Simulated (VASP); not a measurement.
Zn, 1 atom in the cell. The typed cell holds 1 atom: a = 2.729 Å, b = 2.724 Å, c = 2.631 Å, α = 107.14°, β = 108.57°, γ = 110.42°. This isn't the form of Zn at room conditions, which is hcp. The cell isn't the ideal one: cell strained at random at fixed volume.

* Program: VASP 6.6.1
* Task: single point
* Functional: r2SCANh
* Dispersion: rVV10
* Potentials or basis: VASP PAW PBE potentials, release 64 (Zn)
* Cutoff: 520 eV
* k mesh: 6 × 6 × 6
* Occupations: methfessel-paxton, width 0.1 eV
* Spin: no spin polarisation
* Grid for exact exchange (PRECFOCK): Fast
* Exchange at q = 0: default
* Further INCAR settings: ALGO = Normal; EDIFF = 1e-06

Potentials or basis: VASP PAW PBE potentials, release 64 (Zn).

Run with:

```bash
$ cat potpaw_PBE.64/Zn/POTCAR > POTCAR
$ cp INCAR.step1 INCAR
$ mpirun -np 1 vasp_std > vasp.out
$ cp INCAR.step2 INCAR
$ mpirun -np 1 vasp_std > vasp.out
```

Hardware: 1 thread of AMD EPYC 9R45 (Zen 5), with other jobs on the host.

Question: How long does it take, and how much memory?

Answer: Run time: 18 min on 1 thread of AMD EPYC 9R45 (Zen 5), on a shared host, peak memory 0.17 GiB. Counts: scf iterations 13, k points 112.
